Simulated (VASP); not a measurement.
A run of VASP 6.6.1 is set up as follows.

File INCAR:

```
PREC = Accurate
ENCUT = 520
EDIFF = 1E-6
ISMEAR = 0
SIGMA = 0.1
LREAL = False
LASPH = True
NELM = 120
ALGO = Normal
ISIF = 3
LWAVE = False
LCHARG = False
GGA = PE
IBRION = 2
NSW = 90
EDIFFG = -0.01
```

KPOINTS

```
regular mesh
0
Gamma
  15 15 15
```

File POSCAR:

```
Pb
1.0
    0.0000000000      2.4750200000      2.4750200000
    2.4750200000      0.0000000000      2.4750200000
    2.4750200000      2.4750200000      0.0000000000
Pb
1
Direct
    0.0000000000      0.0000000000      0.0000000000
```

Potentials or basis: VASP PAW PBE potentials, release 64 (Pb_d).

Command:

```console
$ cat potpaw_PBE.64/Pb_d/POTCAR > POTCAR
$ mpirun -np 1 vasp_std > vasp.out
```

**Question.** Predict the relaxed volume.

**Answer.** 31.95 Å³/atom.

**Question.** Predict the band gap on the k mesh.

**Answer.** None (metal or under the smearing width).

**Question.** Predict the relaxed cell.

**Answer.** a = 3.562 Å, b = 3.562 Å, c = 3.562 Å, α = 60.00°, β = 60.00°, γ = 60.00°.

**Question.** Predict the space group after relaxing (to 0.05 Å).

**Answer.** Fm-3m (No. 225).

The path:
```
step  energy change (eV)  largest force (eV/Å)  pressure (GPa)  volume (Å³)
   1              0.0000                0.0000            2.32        30.32
   2             -0.0109                0.0000           -0.42        32.29
   3             -0.0113                0.0000            0.02        31.95
```

Spin-orbit coupling is left out, which matters for the levels of Pb. Zero-point motion and thermal expansion aren't in these numbers.
